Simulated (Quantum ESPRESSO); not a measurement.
The system is Cu.

```xyz
1
Lattice="0.0000 1.9471 1.9471 1.9471 0.0000 1.9471 1.9471 1.9471 0.0000" Properties=species:S:1:pos:R:3 pbc="T T T"
Cu    0.0000    0.0000    0.0000
```

The cell isn't the ideal one: volume scaled by 1.25.

| Quantity | Value |
| --- | --- |
| Program | Quantum ESPRESSO 7.5 |
| Task | relaxation of cell and atoms |
| Functional | N12 |
| Dispersion | D2 |
| Potentials or basis | GBRV 1.5 PBE |
| Cutoff | 612 eV |
| Density cutoff | 4898 eV |
| k mesh | 13 × 13 × 13, shifted |
| Occupations | cold, width 0.2 eV |
| Spin | no spin polarisation |

At the start: pressure -22.9 GPa; volume 14.76 Å³/atom.

Q: How do energy, volume and symmetry change on relaxing?

A: Over 7 steps the energy falls by 385.8 meV/atom and the volume is 10.88 Å³/atom (-26.3 %); space group Fm-3m (No. 225, to 0.05 Å).

Step by step:
```
step  energy change (eV)  largest force (eV/Å)  pressure (GPa)  volume (Å³)
   1              0.0000                0.0000          -22.93        14.76
   2             -0.1731                0.0000          -21.24        13.48
   3              0.3129                0.0000          107.53         8.19
   4             -0.3418                0.0000          -13.17        11.93
   5             -0.3799                0.0000           -6.18        11.27
   6             -0.3848                0.0000            1.69        10.77
   7             -0.3858                0.0000           -0.08        10.88
```

Final structure:
```
Cu
1.0
     0.00000    1.75849    1.75849
     1.75849    0.00000    1.75849
     1.75849    1.75849    0.00000
Cu
1
Direct
  0.00000 0.00000 0.00000
```

Caveat: D2 keeps the scale fitted for PBE; the potentials were made for another functional, which shifts forces and pressure; pairwise dispersion overbinds metals, which lowers pressure and volume.
